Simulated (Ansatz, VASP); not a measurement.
# As in VASP and in Ansatz

INCAR

```
PREC     = Accurate       # precision mode
ENCUT    = 600            # plane-wave cutoff, eV
EDIFF    = 1E-7           # SCF threshold, eV
ISMEAR   = -1             # smearing method
SIGMA    = 0.05           # smearing width, eV
LREAL    = False          # projectors in reciprocal space
LASPH    = True           # aspherical terms in the spheres
NELM     = 80             # most SCF steps
ALGO     = Normal         # electronic algorithm
ISIF     = 3              # what is computed and relaxed
LWAVE    = False          # write WAVECAR
LCHARG   = False          # write CHGCAR
IBRION   = 2              # ionic algorithm
NSW      = 60             # ionic steps
EDIFFG   = -0.01          # ionic threshold
```

KPOINTS

```
regular mesh
0
Gamma
  9 9 9
```

The input POSCAR:

```
As
1.0
    1.8807968987      1.0858785957      3.5140619945
   -1.8807968987      1.0858785957      3.5140619945
    0.0000000000     -2.1717571915      3.5140619945
As
2
Direct
    0.2260000000      0.2260000000      0.2260000000
    0.7740000000      0.7740000000      0.7740000000
```

The input input.yaml:

```yaml
crystal:
  lattice:
    - [1.8807968987, 1.0858785957, 3.5140619945]
    - [-1.8807968987, 1.0858785957, 3.5140619945]
    - [0.0, -2.1717571915, 3.5140619945]
  atoms:
    - { symbol: As, position: [0.226, 0.226, 0.226] }
    - { symbol: As, position: [0.774, 0.774, 0.774] }
hamiltonian:
  xc: lda
  pseudopotentials: { kind: paw }
kpoints:
  mp_grid: { grid: [9, 9, 9] }
scf:
  occupations: { method: fermi_dirac, width: 0.05 }
output:
  forces: true
  stress: true
  eigenvalues: true
  write_density: true
  write_potential: true
  elf: true
  volumetric_format: npy
relax:
  f_tol: 0.01
  max_steps: 40
  cell: { stress_tol: 0.05 }
```

Alike in both runs: task relaxation of cell and atoms; functional LDA; k mesh 9 × 9 × 9; occupations fermi-dirac, width 0.05 eV; no spin polarisation.

```csv
,VASP,Ansatz
version,VASP 6.6.1,Ansatz 0.2.0
potentials or method,"VASP PAW LDA potentials, release 64 (As)",Ansatz PAW
plane-wave cutoff (eV),600,420
valence electrons in the cell,10,30
```

Ansatz gave:

```
gap on the k mesh at the Fermi level, each at its own relaxed structure (eV) : 0.08
relaxed volume (Å³/atom)                                                     : 20.40
relaxed cell length with the largest relative difference (Å)                 : 3.975
energy change over the relaxation (meV/atom)                                 : -13
```

Question: What did VASP give for the same quantities?

Answer: gap on the k mesh at the Fermi level, each at its own relaxed structure (eV): 0.10; relaxed volume (Å³/atom): 20.45; relaxed cell length with the largest relative difference (Å): 3.972; energy change over the relaxation (meV/atom): -14.

The two sets of potentials don't hold the same shells in valence.

Caveats: an odd mesh through Γ misses points on the zone boundary, where band edges often lie (VASP); odd divisions of the mesh miss points on the zone boundary, where band edges often lie, so the gap on the mesh can be too wide (Ansatz); the plane-wave basis is chosen anew once the cell has moved, so the energies of steps on either side of that aren't comparable (Ansatz); the PAW data sets come from PBE, with cores solved anew for the run's functional, which leaves a small shift of forces and pressure (Ansatz). Zero-point motion and thermal expansion aren't in these numbers. LDA usually gives volumes a few per cent too small.
